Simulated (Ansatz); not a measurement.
System: I (fcc type), 1 atom in the cell.

Level of theory: Ansatz, PBE, all-electron LAPW, point nucleus.

k-mesh 4×4×4 Γ-centred; Fermi–Dirac smearing of 0.15 eV; no spin polarisation; no spin–orbit coupling.

```yaml
crystal:
  lattice:
    - [0.00000, 2.59620, 2.59620]
    - [2.59620, 0.00000, 2.59620]
    - [2.59620, 2.59620, 0.00000]
  atoms:
    - { symbol: I, position: [0.00000, 0.00000, 0.00000] }
```
Lattice in Å, positions in fractions of it.

Q: What pressure does the calculation give?

A: The pressure is 0.04 GPa, close to zero.

The k-mesh is coarse, so these values belong to this mesh and can lie far from the converged ones. This cubic structure is a model: it isn't the usual form of the substance at ambient conditions, and such phases are metastable or hypothetical.
